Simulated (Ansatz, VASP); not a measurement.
## Two plane-wave programs on Sn

```
Sn
1.0
     2.60634    0.00000    0.00000
     0.00000    2.60634    0.00000
     0.00000    0.00000    2.60634
Sn
1
Direct
  0.00000 0.00000 0.00000
```

Change from the starting cell: volume scaled by 0.6, PAW files.

Alike in both runs: task single point; functional PBE; k mesh 12 × 12 × 12; occupations fermi-dirac, width 0.08 eV; no spin polarisation.

|  | VASP | Ansatz |
| --- | --- | --- |
| version | VASP 6.6.1 | Ansatz 0.2.0 |
| potentials or method | VASP PAW PBE potentials, release 64 (Sn_d) | PAW with Ansatz's default frozen-core files, scalar-relativistic |
| plane-wave cutoff (eV) | 520 | 420 |
| valence electrons in the cell | 14 | 14 |

|  | VASP | Ansatz | Ansatz less VASP |
| --- | --- | --- | --- |
| pressure (GPa) | 81.1 | 81.1 | -0.05 |

With one functional, cell and mesh, what is left measures potentials, basis and numerics.

Caveats: the cell as given lies far from equilibrium; so large a pressure means that the cell lies far from this level's equilibrium, or that cutoff or potentials fall short (VASP).
